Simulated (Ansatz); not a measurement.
# Cobalt, A15 under LDA: structure and ground-state energy

What does LDA give for cobalt in the A15 structure? We relax it, then solve it on a dense k-mesh. The start is ferromagnetic. The k-meshes are 6×6×6 for the relaxation; 8×8×8 for the dense run.

Computed with Ansatz 0.2.0 (DFT LDA (PW92), plane waves (420 eV) with PAW, scalar-relativistic; the PAW data stem from PBE, with regenerated cores, unless a step says otherwise).

## Step 1: The starting structure

It takes space group Pm-3n (No. 223, cubic). Conventional cell: a = 4.458 Å, b = 4.458 Å, c = 4.458 Å, α = 90.00°, β = 90.00°, γ = 90.00°. Co (site symmetry m-3) has 12 Co at 2.49 Å as nearest neighbours. Co (site symmetry -4m2) is surrounded by 6 Co at 2.23 to 2.49 Å.

Structure file:

```cif
data_structure
_symmetry_space_group_name_H-M 'P 1'
_symmetry_Int_Tables_number 1
_cell_length_a 4.4579
_cell_length_b 4.4579
_cell_length_c 4.4579
_cell_angle_alpha 90.000
_cell_angle_beta 90.000
_cell_angle_gamma 90.000
_cell_volume 88.59
loop_
_atom_site_label
_atom_site_type_symbol
_atom_site_fract_x
_atom_site_fract_y
_atom_site_fract_z
_atom_site_occupancy
Co1 Co 0.00000 0.00000 0.00000 1
Co2 Co 0.50000 0.50000 0.50000 1
Co3 Co 0.25000 0.00000 0.50000 1
Co4 Co 0.75000 0.00000 0.50000 1
Co5 Co 0.50000 0.25000 0.00000 1
Co6 Co 0.50000 0.75000 0.00000 1
Co7 Co 0.00000 0.50000 0.25000 1
Co8 Co 0.00000 0.50000 0.75000 1
```

Starting moments (μB): +1.7 ×8.

## Step 2: Relaxation of the cell

Contents of input.yaml:

```yaml
crystal:
  lattice:
    - [4.457857647, 0.0, 0.0]
    - [0.0, 4.457857647, 0.0]
    - [0.0, 0.0, 4.457857647]
  atoms:
    - { symbol: Co, position: [0.0, 0.0, 0.0], spin: 1.7 }
    - { symbol: Co, position: [0.5, 0.5, 0.5], spin: 1.7 }
    - { symbol: Co, position: [0.25, 0.0, 0.5], spin: 1.7 }
    - { symbol: Co, position: [0.75, 0.0, 0.5], spin: 1.7 }
    - { symbol: Co, position: [0.5, 0.25, 0.0], spin: 1.7 }
    - { symbol: Co, position: [0.5, 0.75, 0.0], spin: 1.7 }
    - { symbol: Co, position: [0.0, 0.5, 0.25], spin: 1.7 }
    - { symbol: Co, position: [0.0, 0.5, 0.75], spin: 1.7 }
hamiltonian:
  xc: lda
  pseudopotentials:
    kind: paw
    azcp:
      Co: "pseudopotentials/Co.paw.azcp"
basis:
  ecutwfc: 420
  fft_grid_basis: typed
kpoints:
  mp_grid: { grid: [6, 6, 6], shift: [0, 0, 0] }
magnetization:
  spin_polarized: true
scf:
  occupations: { method: fermi_dirac, width: 0.05 }
relax:
  max_steps: 60
  f_tol: 0.01
  cell: {}
```

Further steps of the session: Single point on a dense mesh.

Q: Predict the outcome of this session. Wanted: space group; conventional cell; volume; shortest distance; gap on the mesh; magnetic state; relative to hcp, ferromagnetic.

**Answer**, as computed:

| quantity | value |
| --- | --- |
| space group (spins left aside) | Pm-3n (No. 223) |
| conventional cell | a = 4.343 Å |
| volume | 10.239 Å³/atom |
| shortest distance | 2.171 Å |
| gap on the mesh | none (levels filled in part) |
| magnetic state | ferromagnetic, up to 1.65 μB per atom |
| relative to hcp, ferromagnetic | +129 meV/atom |

In words: The relaxation shrank the cell by 7.5 % in volume. It lies 129 meV/atom above the element's reference form at the same level (hcp, ferromagnetic, from a run of its own). It ends ferromagnetic, with up to 1.65 μB per atom. Levels at the Fermi energy are filled in part, as in a metal. Relaxation kept the symmetry; phonons were not checked.
